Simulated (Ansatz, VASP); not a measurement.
## ZrC: VASP beside Ansatz

Contents of INCAR:

```
SYSTEM = ZrC
PREC     = Accurate       ! precision mode
ENCUT    = 520            ! plane-wave cutoff, eV
EDIFF    = 1E-6           ! SCF threshold, eV
ISMEAR   = 0              ! smearing method
SIGMA    = 0.15           ! smearing width, eV
LREAL    = .FALSE.        ! projectors in reciprocal space
LASPH    = .TRUE.         ! aspherical terms in the spheres
NELM     = 100            ! most SCF steps
ALGO     = Normal         ! electronic algorithm
ISIF     = 2              ! what is computed and relaxed
LWAVE    = .FALSE.        ! write WAVECAR
LCHARG   = .FALSE.        ! write CHGCAR
NBANDS   = 15             ! bands
```

Contents of KPOINTS:

```
regular mesh
0
G
  18 18 18
  0 0 0
```

POSCAR

```
ZrC
1.0
    0.0000000000      2.3502100000      2.3502100000
    2.3502100000      0.0000000000      2.3502100000
    2.3502100000      2.3502100000      0.0000000000
Zr C
1 1
Direct
    0.5000000000      0.5000000000      0.5000000000
    0.0000000000      0.0000000000      0.0000000000
```

Input for Ansatz:

```yaml
crystal:
  lattice:
    - [0.0, 2.35021, 2.35021]
    - [2.35021, 0.0, 2.35021]
    - [2.35021, 2.35021, 0.0]
  atoms:
    - { symbol: Zr, position: [0.5, 0.5, 0.5] }
    - { symbol: C, position: [0.0, 0.0, 0.0] }
basis:
  ecutwfc: 420
kpoints:
  mp_grid: { grid: [18, 18, 18] }
hamiltonian:
  xc: lda
scf:
  occupations: { method: gaussian, width: 0.15 }
output:
  forces: true
  stress: true
  eigenvalues: true
  write_density: true
  write_potential: true
  elf: true
  volumetric_format: npy
```

Alike in both runs: task single point; functional LDA; k mesh 18 × 18 × 18; occupations gaussian, width 0.15 eV; no spin polarisation.

```csv
,VASP,Ansatz
version,VASP 6.6.1,Ansatz 0.2.0
potentials or method,"VASP PAW LDA potentials, release 64 (Zr_sv, C)","scalar-relativistic, plane waves, PAW"
plane-wave cutoff (eV),520,420
valence electrons in the cell,16,16
```

Ansatz gave:

```
gap on the k mesh at the Fermi level (eV) : none
pressure (GPa)                            : -8.6
```

Problem. Estimate VASP's values.

Solution. gap on the k mesh at the Fermi level (eV): none; pressure (GPa): -8.1.

A gap of «none» marks a metal or a gap that the smearing closes.
